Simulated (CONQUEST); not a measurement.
A run of CONQUEST 1.3 is set up as follows.

The input Conquest_input:

```
IO.Title C
IO.Coordinates coords.dat
IO.FractionalAtomicCoords T
IO.Iprint 2
IO.Iprint_init 1
General.NumberOfSpecies 1
General.PseudopotentialType hamann
AtomMove.TypeOfRun static
AtomMove.FullStress T
Grid.GridCutoff 120
DM.SolutionMethod diagon
Diag.MPMesh T
Diag.GammaCentred T
Diag.MPMeshX 10
Diag.MPMeshY 10
Diag.MPMeshZ 8
Diag.kT 0.00183747
minE.SCTolerance 1e-6
SC.MaxIters 100
IO.AtomChargeOutput T
IO.DumpChargeDensity T
IO.DumpESPot T
%block ChemicalSpeciesLabel
1 12.010 C
%endblock
```

Contents of coords.dat:

```
    4.7660140857     0.0000000000     0.0000000000
    0.0000000000     4.7660140857     0.0000000000
    0.0000000000     0.0000000000     6.7401617577
4
  0.0000000000   0.5000000000   0.2500000000 1 T T T
  0.5000000000   0.0000000000   0.7500000000 1 T T T
  0.0000000000   0.0000000000   0.5000000000 1 T T T
  0.5000000000   0.5000000000   0.0000000000 1 T T T
```

Potentials or basis: PseudoDojo NC PBEsol, DZP, grid cutoff 120 Ha.

Launch:

```console
$ OMP_NUM_THREADS=1 Conquest
```

**Question.** Estimate the band gap on the k mesh.

**Answer.** 4.14 eV.

**Question.** Estimate the pressure.

**Answer.** 2.6 GPa.

Caveat: the box holds several primitive cells, so bands are folded and the points are those of the box's own zone; the basis of atomic orbitals isn't converged, which shifts pressures, moduli and gaps; the real-space grid breaks the cell's symmetry a little.

**Measured values to compare with.**

From “Fermi level pinning by defects can explain the large reported carbon 1s binding energy variations in diamond”, 2019, arxiv:1902.02958, for a bulk crystal of C: band gap 5.5 eV.

Against the measured gap of C, 5.5 eV (quoted in “Fermi level pinning by defects can explain the large reported carbon 1s binding energy variations in diamond”, 2019, arxiv:1902.02958), the calculated 4.14 eV is off by -1.36 eV. 2 values of this kind are on record in papers (5.47 to 5.5 eV); this one was drawn at random among those near their median. The value is that of PBEsol in an atomic basis (PseudoDojo NC PBEsol, DZP, grid cutoff 120 Ha), whose error adds to the functional's, on a finite k mesh, which can miss the band edges, without temperature or zero-point motion. Semilocal functionals fall short of measured gaps as a rule.
